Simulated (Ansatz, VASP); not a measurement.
**AgBr in VASP and in Ansatz**

```xyz
2
Lattice="0.0000 2.8371 2.8371 2.8371 0.0000 2.8371 2.8371 2.8371 0.0000" Properties=species:S:1:pos:R:3 pbc="T T T"
Ag    0.0000    0.0000    0.0000
Br    2.8371    2.8371    2.8371
```

Alike in both runs: functional PBEsol; k mesh 10 × 10 × 10; no spin polarisation.

Ansatz relaxed the structure, and its values are those at the end. VASP's run is a single point on that final structure, the one shown.

```csv
,VASP,Ansatz
version,VASP 6.6.1,Ansatz 0.2.0
potentials or method,"VASP PAW PBE potentials, release 64 (Ag, Br)","scalar-relativistic, plane waves, PAW"
plane-wave cutoff (eV),520,420
occupations,"gaussian, width 0.01 eV",fixed
valence electrons in the cell,18,26
```

```csv
,VASP,Ansatz,Ansatz less VASP
gap on the k mesh at the Fermi level (eV),0.50,0.50,0.000
least direct gap on the mesh (eV),2.58,2.58,+0.001
pressure (GPa),0.0,0.0,+0.04
```

The two sets of potentials don't hold the same shells in valence.

Caveats: the PAW data sets were made with another functional, which shifts forces and pressure a little (VASP). A k mesh can miss the band edges.
